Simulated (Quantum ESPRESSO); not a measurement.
A run of Quantum ESPRESSO 7.5 is set up as follows.

The input run.py:

```python
import numpy as np
from ase.calculators.espresso import Espresso, EspressoProfile
from ase import Atoms

atoms = Atoms(['Al'],
              cell=[[0.0, 2.024805, 2.024805], [2.024805, 0.0, 2.024805], [2.024805, 2.024805, 0.0]],
              scaled_positions=[[0.0, 0.0, 0.0]],
              pbc=True)

input_data = {
    'control': {'calculation': 'scf', 'prefix': 'pwscf', 'outdir': './tmp', 'tprnfor': True, 'tstress': True, 'disk_io': 'nowf'},
    'system': {'ecutwfc': 40.0, 'nbnd': 6, 'occupations': 'smearing', 'smearing': 'fd', 'degauss': 0.00367493},
    'electrons': {'conv_thr': 2e-10, 'electron_maxstep': 120, 'mixing_beta': 0.5},
}
pseudopotentials = {'Al': 'Al.upf'}
profile = EspressoProfile(command='pw.x', pseudo_dir='pseudo')
dft = Espresso(profile=profile, input_data=input_data, pseudopotentials=pseudopotentials, kpts=(11, 11, 11), koffset=(0, 0, 0))
from ase.calculators.mixing import SumCalculator
from dftd4.ase import DFTD4
d4 = DFTD4(method='pbesol')
atoms.calc = SumCalculator([dft, d4])

from ase.eos import EquationOfState
from ase.units import GPa
cell, v, e = atoms.cell.copy(), [], []
for x in [0.94, 0.96, 0.98, 1.0, 1.02, 1.04, 1.06]:
    atoms.set_cell(cell * x ** (1 / 3), scale_atoms=True)
    v.append(atoms.get_volume() / len(atoms))
    e.append(atoms.get_potential_energy() / len(atoms))
    print(f'V {v[-1]:.6f} A^3/atom  E {e[-1]:.8f} eV/atom')
v0, e0, b0 = EquationOfState(v, e, eos='birchmurnaghan').fit()
print(f'V0 {v0:.5f} A^3/atom  E0 {e0:.6f} eV/atom  B0 {b0 / GPa:.2f} GPa')
```

Potentials or basis: PseudoDojo 0.4.1 SR PBEsol standard.

The run is started by

```bash
$ OMP_NUM_THREADS=1 python run.py
```

Estimate the equilibrium volume.

15.82 Å³/atom.

Estimate the bulk modulus.

89 GPa.

Energy against volume, from the lowest point:
```csv
volume (Å³/atom),energy (meV/atom)
15.607,0.54
15.939,0.00
16.271,3.17
16.603,9.67
16.935,19.14
17.267,31.26
17.599,45.73
```

**What was measured.**

From “The interpretation of polycrystalline coherent inelastic neutron scattering from aluminium”, 2013, pmc:3831299, for a bulk crystal of Al: bulk modulus 76.9 GPa.

Measured bulk modulus of Al: 76.9 GPa (quoted in “The interpretation of polycrystalline coherent inelastic neutron scattering from aluminium”, 2013, pmc:3831299). This calculation gives 89 GPa (+15.9 %). The fit is for a static lattice scaled at fixed shape and fixed fractional positions. The cell as given is a measured one (16.60 Å³/atom); PBEsol+D4 puts the equilibrium volume -4.7 % from it, thermal expansion not counted.
